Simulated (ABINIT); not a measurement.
The system is Ge.

```
Ge
1.0
    -1.60842    1.60842    1.87318
     1.60842   -1.60842    1.87318
     1.60842    1.60842   -1.87318
Ge
1
Direct
  0.50000 0.50000 0.00000
```

The cell was built by a generator and needn't be a form met in nature.

Base run:

| Property | Result |
| --- | --- |
| Program | ABINIT 10.8.3 (patched build) |
| Functional | revPBE |
| Potentials or basis | JTH PAW PBE v2.0 |
| Cutoff | 707 eV |
| k mesh | 12 × 12 × 12 |
| Occupations | fermi-dirac, width 0.05 eV |
| Spin | no spin polarisation |

Its results: band gap on the k mesh none (metal or under the smearing width); pressure 2.0 GPa.

**Question.** The run is repeated on the same cell with these changes: functional from revPBE to AM05. What comes out?

**Answer.** Band gap on the k mesh none (metal or under the smearing width); pressure -3.2 GPa.

AM05 binds more tightly than revPBE, so the same cell stands under less pressure.

Caveats: the PAW data sets were made with another functional, which shifts forces and pressure a little.
